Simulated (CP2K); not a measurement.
Runs of CP2K 2026.2 on Ru. The structure is hexagonal, space group P6_3/mmc (No. 194). Conventional cell: a = 2.706 Å, b = 2.706 Å, c = 4.282 Å, α = 90.00°, β = 90.00°, γ = 120.00°. Around Ru (site symmetry -6m2) lie 12 Ru at 2.65 to 2.71 Å. 

```tsv
task	level	potentials or basis	cell	k mesh	smearing	EPS_DEFAULT	k points reduced by the point group	NGRIDS	basis sets	potentials	gap on the mesh (eV)	pressure (GPa)
single point	PBEsol	POTENTIAL_UZH Ru GTH-PBE-q16; TZVP-MOLOPT-PBE-GTH basis	as given	11 × 11 × 6	fermi-dirac 0.05 eV	1.0E-10	yes	5	Ru TZVP-MOLOPT-PBE-GTH-q16	Ru GTH-PBE-q16 of POTENTIAL_UZH	none	-2.8
relaxation of cell and atoms	PBE	POTENTIAL_UZH Ru GTH-PBE-q16; TZVP-MOLOPT-PBE-GTH basis	relaxed	9 × 9 × 5	fermi-dirac 0.1 eV	1.0E-9	-	4	Ru TZVP-MOLOPT-PBE-GTH-q16	Ru GTH-PBE-q16 of POTENTIAL_UZH	none	0.0
band structure	r2SCAN	POTENTIAL_UZH Ru GTH-SCAN-q16; TZVP-MOLOPT-SCAN-GTH basis	as given	11 × 11 × 6	fermi-dirac 0.05 eV	1.0E-9	yes	5	Ru TZVP-MOLOPT-SCAN-GTH-q16	Ru GTH-SCAN-q16 of POTENTIAL_UZH	none	(a)
band structure	LDA	GTH_POTENTIALS Ru GTH-PADE-q16; TZVP-MOLOPT-PBE-GTH basis	as given	11 × 11 × 6	fermi-dirac 0.05 eV	1.0E-9	yes	5	Ru TZVP-MOLOPT-PBE-GTH-q16	Ru GTH-PADE-q16 of GTH_POTENTIALS	none	-8.0
```

Alike in all rows: no spin polarisation.

Task: Estimate the missing entries.

Result: (a) 15.3.

Caveats: the basis of atomic orbitals isn't converged, which shifts pressures, moduli and gaps; the potentials were made for another functional, which shifts forces and pressure (some runs); the printed path begins after the first move (some runs); so large a pressure means that the cell lies far from this level's equilibrium, or that cutoff or potentials fall short (some runs).

A k mesh can miss the band edges, and the runs leave out spin-orbit coupling on Ru.

A gap of «none» marks a metal or a gap under the smearing width.

Not every run made on this cell is shown here.
